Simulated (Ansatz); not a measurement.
# Ga (I4/mmm) in Ansatz: further runs, part 2 of 2

Ansatz 0.2.0. The steps go on from the part before.

## Step 3: Relaxation of cell and atoms, PBEsol, target pressure 20 GPa, at which the enthalpy is minimised

input.yaml reads:

```yaml
crystal:
  lattice:
    - [-1.3843987196, 1.3843987196, 2.3112238365]
    - [1.3843987196, -1.3843987196, 2.3112238365]
    - [1.3843987196, 1.3843987196, -2.3112238365]
  atoms:
    - { symbol: Ga, position: [0.0, 0.0, 0.0] }
hamiltonian:
  xc: pbesol
  pseudopotentials: { kind: paw }
kpoints:
  mp_grid: { grid: [13, 13, 13] }
scf:
  occupations: { method: fermi_dirac, width: 0.05 }
output:
  forces: true
  stress: true
  eigenvalues: true
relax:
  f_tol: 0.01
  max_steps: 40
  cell: { stress_tol: 0.05, p_target: 20.0 }
```

Potentials or basis: Ansatz PAW.

Command:

```console
$ ansatz run input.yaml --threads 2 --pin off --max-ram 5632MiB --backend cpu --events-out ev --progress --plain --runs-dir out
```

Log:

```text
Warning: RAYON_NUM_THREADS=2 ignored (pool sized by the plan → 2); use --threads N
Engine: ansatz 0.2.0, aarch64-unknown-linux-gnu
Pseudopotentials: kind: paw
Pseudopotential: Ga, paw, valence charge 13, recommended cutoff 420 eV (normal), Ga.paw.azcp
Functional definition: PBEsol
  exchange = pbesol_x
  correlation = pbesol_c
Crystal: 1 atoms, lattice volume = 17.718 Å³
Basis set: ecut = 420 eV, 331 PW (Γ), exchange–correlation on 48×48×48 points (8 copies of the dense FFT grid, shifted against one another)
Bands: 11, of which v1, the nominal top of the filled ones, is band 7 counted from 1 (6 counted from 0)
Symmetry: 16 space group operations
Space group: I4/mmm (ITA 139), of the structure as read, at distance tolerance 2.6e-5 Å
k-points: 196 of 2197
Non-local potential: Ga, projectors of the file, l = 0: 2, l = 1: 2, l = 2: 3, l = 3: 1
PAW form: soft (Blöchl's): semilocal exchange-correlation on the pseudo side does not see the compensation charge
PAW frozen core: Ga, regenerated for the run's functional, and the local potential with it (the file was generated under x = pbe(κ = 0.804, μ = 0.2195149727645171), c = pbe(β = 0.06672455060314922))
PAW one-centre angular grid: Ga, 590 points (default); XC on 64 Gauss nodes
Initial density: superposition of atomic densities (neutral atoms: chi_scale 0, normalization atom), corrected by the library's trained network
Initial wavefunctions: pseudopotential atomic-orbital guess
Functional: x = pbesol(κ = 0.804, μ = 0.12345679012345678), c = pbesol(β = 0.046)
SCF iter   1: F=—  HF=-3743.188117 eV  |F-HF|=—  |Δ(HF+E_count)|=         —  Δρ=1.73e-3  dr2=4.23e-4  ethr=1.77e-3  ⟨swp⟩=5.2  Hψ=12841  notcnv=0
preconditioner: auto → none  [metal: Δε(μ)=0.060 eV  Ē_g=21.924 eV  σ=0.050 eV  W_gap=0.29  n_scr=0 (ndim 8)  ℏωp=31.8 eV  f_vac=0.000  D(μ)=0.33/eV (n_scr^D=0)]
SCF iter   2: F=—  HF=-3743.187550 eV  |F-HF|=—  |Δ(HF+E_count)|=   5.68e-4  Δρ=4.67e-4  dr2=2.73e-5  ethr=3.26e-6  ⟨swp⟩=2.0  Hψ=5159  notcnv=0  defer=7
SCF iter   3: F=—  HF=-3743.187555 eV  |F-HF|=—  |Δ(HF+E_count)|=   5.11e-6  Δρ=2.23e-4  dr2=5.75e-6  ethr=2.10e-7  ⟨swp⟩=1.0  Hψ=2079  notcnv=0  defer=7
iter 4 did not close the SCF: its close was put off for the readings that it lacked (scf_convergence_deferred on its scf_iter line)
SCF iter   4: F=-3743.187558 eV  HF=-3743.187558 eV  |F-HF|=3.03e-8  |Δ(HF+E_count)|=   2.94e-6  Δρ=1.45e-5  dr2=2.86e-8  ethr=4.42e-8  ⟨swp⟩=2.0  Hψ=2344  notcnv=0  defer=7
iter 5 did not close the SCF: its close was put off for the readings that it lacked (scf_convergence_deferred on its scf_iter line)
SCF iter   5: F=-3743.187558 eV  HF=-3743.187558 eV  |F-HF|=1.68e-8  |Δ(HF+E_count)|=   2.52e-9  Δρ=9.95e-6  dr2=8.98e-9  ethr=2.20e-10  ⟨swp⟩=2.0  Hψ=3351  notcnv=0  defer=7
SCF iter   6: F=-3743.187558 eV  HF=-3743.187558 eV  |F-HF|=2.02e-9  |Δ(HF+E_count)|=   5.58e-9  Δρ=3.45e-6  dr2=1.10e-9  ethr=6.91e-11  ⟨swp⟩=2.9  Hψ=7829  notcnv=0
SCF 1 converged in 6 iterations: F = -3743.187558 eV  dr2 = 1.10e-9
relax step   1: F+E_penalty+E_count = -3743.18755763 eV  Δ(F+E_penalty+E_count) = +0.000e0 eV  max|allowed force component| = 0.000e0 eV/Å  Δτ_max = 0.0000 Å  P = -0.317 GPa  Ω = 17.718 Å³  (6 SCF iters, dr2 threshold 1.00e-7 eV, accepted)
[... 62 lines left out ...]
SCF converged after 6 iterations
Free energy (F): -3743.024451 eV
Harris-Foulkes:  -3743.024451 eV  (|F-HF|=9.09e-13)
Internal energy: -3743.023298 eV  (E = F + TS)
E sigma→0 (E₀):  -3743.023874 eV
Entropy (-TS):   -0.001153 eV (-1.153 meV/atom)
Fermi energy:    13.800354 eV
--- Per-component energies (eV) ---
  E_band       = 11.392937
  E_kinetic    = 118.241203
  E_local      = -1585.546580  (includes V_loc(G=0)·N_el)
  E_nonlocal   = 423.807870
  E_hartree    = 760.681875
  E_xc         = -70.732322
  E_vxc        = -60.833442  (∫ρ·V_xc dr)
  E_paw        = -1946.252633  (= ΣΔE_a)
  E_vpaw       = -405.639736  (= ΣTr[D̂ρ^β])
  E_aug_tail   = -0.000130  (compensation charges beyond the density's cutoff)
  E_ewald      = -1444.085558
  E_core_change = 0.862978  (= ΣΔE_core)
  E_smearing   = -0.001153  (= −TS)
  E_closure    = 0.000000  (closes the sum)
  Σ components = -3743.024451   (vs F -3743.024451, Δ=0.00e0)
--- Forces (eV/Å), atoms counted from 1 ---
  atom   1  Ga    -0.00000000     0.00000000    -0.00000000
  max |Σ_I F_I| component: 9.24e-32 eV/Å
--- Stress (GPa, compression-positive) ---
       19.984269       0.000000       0.000000
        0.000000      19.984269      -0.000000
       -0.000000       0.000000      19.956854
  P = ⅓ Tr σ = 19.9751 GPa (199.751 kbar)
--- Band table (eV; the first three rows and the last of 196) ---
  k-point 0: bands = ["-1.6754", "-1.4397", "-1.4397", "-1.4159", "-1.1784", "0.3356", "29.1984", "29.1984", "29.4205", "31.3208", "31.9374"]
  k-point 1: bands = ["-1.6388", "-1.4621", "-1.4250", "-1.4026", "-1.1988", "0.6033", "27.0903", "27.5813", "28.3567", "29.1206", "33.9431"]
  k-point 2: bands = ["-1.5344", "-1.5245", "-1.3853", "-1.3827", "-1.2525", "1.4222", "24.4261", "25.0687", "26.7238", "26.8981", "32.5106"]
  k-point 195: bands = ["-1.8920", "-1.7925", "-1.0952", "-1.0927", "-1.0706", "9.1064", "9.8924", "19.5251", "21.4971", "25.2860", "27.6832"]
--- Relaxed structure (6 steps of the walk, 6 accepted, 1 SCFs on fresh bases) ---
  F+E_penalty+E_count = -3743.02445074 eV   max|allowed force component| = 0.000e0 eV/Å   (the final SCF, on the basis selected at the relaxed cell)
  cell:  # Å, volume = 14.3929 Å³
    - [-1.3084174955483518, 1.3084174955483518, 2.1018146016864443]
    - [1.3084174955483518, -1.3084174955483518, 2.1018146016864443]
    - [1.3084174955483518, 1.3084174955483518, -2.1018146016864443]
  atoms:
    - { symbol: Ga, position: [0.0, 0.0, 0.0] }
```

Run time: 8.1 s. Hardware: 2 threads of Arm Neoverse V2, shared host; peak memory 0.32 GiB.

Results:

```
Free energy                                            : -3743.0245 eV
Relaxed volume                                         : 14.39 Å³/atom
Relaxed cell                                           : a = 2.800 Å, b = 2.800 Å, c = 2.800 Å, α = 124.29°, β = 124.29°, γ = 82.72°
Space group after relaxing (to 0.05 Å)                 : I4/mmm (No. 139)
Energy change on relaxing (the enthalpy is what falls) : +163.1 meV/atom
Ionic steps                                            : 7
Pressure after relaxing                                : 20.0 GPa
Band gap on the k mesh                                 : none (metal or under the smearing width)
```

Step by step:
```tsv
step	energy change (eV)	largest force (eV/Å)	volume (Å³)
1	0.0000	0.0000	17.72
2	0.0631	0.0000	15.49
3	0.1989	0.0000	14.12
4	0.1583	0.0000	14.42
5	0.1619	0.0000	14.39
6	0.1621	0.0000	14.39
7	0.1631	0.0000	14.39
```

Final structure:
```
Ga
1.0
    -1.30842    1.30842    2.10181
     1.30842   -1.30842    2.10181
     1.30842    1.30842   -2.10181
Ga
1
Direct
  0.00000 0.00000 0.00000
```

Caveat: the volume moved by over 15 % at a fixed basis, so the end points are rough; the plane-wave basis is chosen anew once the cell has moved, so the energies of steps on either side of that aren't comparable; the PAW data sets come from PBE, with cores solved anew for the run's functional, which leaves a small shift of forces and pressure.

## Step 4: Relaxation of cell and atoms, PBEsol, target pressure 30 GPa, at which the enthalpy is minimised

input.yaml: that of step 3 with these lines changed.

```diff
@@ -18,2 +18,6 @@
   eigenvalues: true
+  write_density: true
+  write_potential: true
+  elf: true
+  volumetric_format: npy
 relax:
@@ -21,2 +25,2 @@
   max_steps: 40
-  cell: { stress_tol: 0.05, p_target: 20.0 }
+  cell: { stress_tol: 0.05, p_target: 30.0 }
```

Potentials or basis: Ansatz PAW.

Command:

```console
$ ansatz run input.yaml --threads 2 --pin off --max-ram 5632MiB --backend cpu --events-out ev --progress --plain --runs-dir out
```

Log:

```text
Warning: RAYON_NUM_THREADS=2 ignored (pool sized by the plan → 2); use --threads N
[... 6 set-up lines as earlier in the session ...]
Crystal: 1 atoms, lattice volume = 17.718 Å³
Basis set: ecut = 420 eV, 331 PW (Γ), exchange–correlation on 48×48×48 points (8 copies of the dense FFT grid, shifted against one another)
Bands: 11, of which v1, the nominal top of the filled ones, is band 7 counted from 1 (6 counted from 0)
[... 2 set-up lines as earlier in the session ...]
k-points: 196 of 2197
[... 3 set-up lines as earlier in the session ...]
[... 101 lines left out ...]
  Σ components = -3742.896872   (vs F -3742.896872, Δ=0.00e0)
--- Forces (eV/Å), atoms counted from 1 ---
  atom   1  Ga     0.00000000    -0.00000000     0.00000000
  max |Σ_I F_I| component: 2.47e-32 eV/Å
--- Stress (GPa, compression-positive) ---
       29.963848       0.000000       0.000000
        0.000000      29.963848       0.000000
        0.000000      -0.000000      29.976207
  P = ⅓ Tr σ = 29.9680 GPa (299.680 kbar)
--- Band table (eV; the first three rows and the last of 196) ---
  k-point 0: bands = ["-0.7564", "-0.4948", "-0.4948", "-0.4585", "-0.1969", "0.8108", "31.0480", "31.0480", "31.3551", "32.7016", "33.6436"]
  k-point 1: bands = ["-0.7154", "-0.5210", "-0.4779", "-0.4434", "-0.2209", "1.0900", "28.7856", "29.2861", "30.1764", "30.5322", "35.9143"]
  k-point 2: bands = ["-0.5983", "-0.5934", "-0.4291", "-0.4289", "-0.2827", "1.9483", "25.9963", "26.6125", "28.2657", "28.5136", "34.1632"]
  k-point 195: bands = ["-1.0127", "-0.9127", "-0.0979", "-0.0973", "-0.0684", "9.8713", "11.0325", "20.7609", "22.8106", "26.6951", "29.2969"]
--- Relaxed structure (6 steps of the walk, 6 accepted, 1 SCFs on fresh bases) ---
  F+E_penalty+E_count = -3742.89687206 eV   max|allowed force component| = 0.000e0 eV/Å   (the final SCF, on the basis selected at the relaxed cell)
  cell:  # Å, volume = 13.5659 Å³
    - [-1.2842099492208496, 1.2842099492208496, 2.05643902545436]
    - [1.2842099492208496, -1.2842099492208496, 2.05643902545436]
    - [1.2842099492208496, 1.2842099492208496, -2.05643902545436]
  atoms:
    - { symbol: Ga, position: [0.0, 0.0, 0.0] }
```

rho_z.tsv:

```text
# z_ang	rho[e/angstrom^3]
# format = ansatz-planar-average/11
# lattice	-1.284209949	1.284209949	2.056439025
# lattice	1.284209949	-1.284209949	2.056439025
# lattice	1.284209949	1.284209949	-2.056439025
# sites	1
# site	31	0.000000000	0.000000000	0.000000000
0.000000	2.382583e0
0.137180	2.210758e0
0.274360	1.782341e0
0.411540	1.286155e0
0.548720	8.769525e-1
0.685900	6.076663e-1
[... 12 lines left out ...]
2.469239	1.782341e0
2.606418	2.210758e0
```

v_z.tsv:

```text
# z_ang	v_es[eV]	v_tot[eV]
# format = ansatz-planar-average/11
# xc	pbesol
# density_cutoff_ev	1680
# datasets	Ga=:simpson_from_first_knot:soft:shift=-1252651
# lattice	-1.284209949	1.284209949	2.056439025
# lattice	1.284209949	-1.284209949	2.056439025
# lattice	1.284209949	1.284209949	-2.056439025
# sites	1
# site	31	0.000000000	0.000000000	0.000000000
0.000000	5.478430e0	-7.134388e0
0.137180	5.553845e0	-7.024856e0
0.274360	5.779512e0	-6.697004e0
0.411540	6.151832e0	-6.157016e0
0.548720	6.663604e0	-5.420659e0
0.685900	7.303016e0	-4.516782e0
[... 12 lines left out ...]
2.469239	5.779512e0	-6.697004e0
2.606418	5.553845e0	-7.024856e0
```

Wall time 8.6 s (2 threads of Arm Neoverse V2, shared host); peak memory 0.33 GiB.

What came out:

| Item | Value |
| --- | --- |
| Free energy | -3742.8969 eV |
| Relaxed volume | 13.57 Å³/atom |
| Relaxed cell | a = 2.744 Å, b = 2.744 Å, c = 2.744 Å, α = 124.18°, β = 124.18°, γ = 82.90° |
| Space group after relaxing (to 0.05 Å) | I4/mmm (No. 139) |
| Energy change on relaxing (the enthalpy is what falls) | +290.7 meV/atom |
| Ionic steps | 7 |
| Pressure after relaxing | 30.0 GPa |
| Band gap on the k mesh | none (metal or under the smearing width) |

The path:
```
step  energy change (eV)  largest force (eV/Å)  volume (Å³)
   1              0.0000                0.0000        17.72
   2              0.0696                0.0000        15.40
   3              0.2712                0.0000        13.68
   4              0.3023                0.0000        13.50
   5              0.2885                0.0000        13.57
   6              0.2896                0.0000        13.57
   7              0.2907                0.0000        13.57
```

Final structure:
```
Ga
1.0
    -1.28421    1.28421    2.05644
     1.28421   -1.28421    2.05644
     1.28421    1.28421   -2.05644
Ga
1
Direct
  0.00000 0.00000 0.00000
```

Caveat: the volume moved by over 15 % at a fixed basis, so the end points are rough; the plane-wave basis is chosen anew once the cell has moved, so the energies of steps on either side of that aren't comparable; the PAW data sets come from PBE, with cores solved anew for the run's functional, which leaves a small shift of forces and pressure.

## Step 5: Overview

```tsv
cell	target pressure (GPa)	gap on the mesh (eV)	pressure (GPa)
relaxed to 10 GPa	10	none	10.0
relaxed to 20 GPa	20	none	20.0
relaxed to 30 GPa	30	none	30.0
```

Alike in all rows: task relaxation of cell and atoms; level PBEsol; potentials or basis Ansatz PAW; no spin polarisation; k mesh 13 × 13 × 13; cutoff (eV) 420; smearing fermi-dirac 0.05 eV.

Caveats: the plane-wave basis is chosen anew once the cell has moved, so the energies of steps on either side of that aren't comparable; the PAW data sets come from PBE, with cores solved anew for the run's functional, which leaves a small shift of forces and pressure; the volume moved by over 15 % at a fixed basis, so the end points are rough (some runs).

Total energies depend on the potentials used, so only differences within one code and one set of settings carry meaning.
